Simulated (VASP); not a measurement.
Here is a VASP 6.6.1 calculation.

Contents of INCAR:

```
PREC     = Accurate       # precision mode
ENCUT    = 520            # plane-wave cutoff, eV
EDIFF    = 1E-7           # SCF threshold, eV
ISMEAR   = -1             # smearing method
SIGMA    = 0.02           # smearing width, eV
LREAL    = Auto         
LASPH    = True           # aspherical terms in the spheres
NELM     = 150            # most SCF steps
ALGO     = Normal         # electronic algorithm
ISIF     = 2              # what is computed and relaxed
LWAVE    = False          # write WAVECAR
LCHARG   = False          # write CHGCAR
ISPIN    = 2              # spin polarisation
MAGMOM   = 0 0 0 0 0 0 0 0 0 0 0 0 0 0 0 0 0 0 0 # initial moments
LORBIT   = 11             # projections on sites
GGA      = PE             # functional
NBANDS   = 58             # bands
```

File KPOINTS:

```
Automatic mesh
0
Gamma
  2 2 1
```

The input POSCAR:

```
C18O
1.0
    7.3980000000      0.0000000000      0.0000000000
   -3.6990000000      6.4068560000      0.0000000000
    0.0000000000      0.0000000000     11.0000000000
C O
18 1
Direct
   -0.0003467763     -0.0182929037      0.0820545455
    0.2149872382      0.0908557957      0.0987818182
   -0.0034960814      0.3195014840      0.0961454545
    0.2167797042      0.4362358074      0.0912090909
   -0.0042570116      0.6474470474      0.0699181818
    0.2215058537      0.7673966763      0.0767272727
    0.3260186935     -0.0120339836      0.0794363636
    0.5579244463      0.1117396739      0.0829545455
    0.3244113453      0.3214369107      0.1230090909
    0.5606228010      0.4451169185      0.1061454545
    0.3354340443      0.6600273207      0.0842363636
    0.5574841202      0.7736868130      0.0762727273
    0.6713207141     -0.0014515700      0.0791727273
    0.8951129522      0.1009855692      0.0888272727
    0.6695620953      0.3292566588      0.0852727273
    0.8886649168      0.4288843077      0.0811363636
    0.6651937840      0.6688303904      0.0800636364
    0.8875542319      0.7628078421      0.0760545455
    0.4618926771      0.3911278793      0.2305272727
```

Potentials or basis: VASP PAW PBE potentials, release 64 (C, O).

Run with:

```sh
$ cat potpaw_PBE.64/C/POTCAR potpaw_PBE.64/O/POTCAR > POTCAR
$ mpirun -np 1 vasp_std > vasp.out
```

(1) What does it give for the largest force?

(2) Predict the net moment.

(3) Estimate the band gap on the k mesh.

Results:

(1) 2.607 eV/Å.

(2) 0.00 μB per cell.

(3) 0.26 eV, direct.

Caveat: the k mesh is coarse (spacing up to 0.49 Å⁻¹), so the values aren't converged.
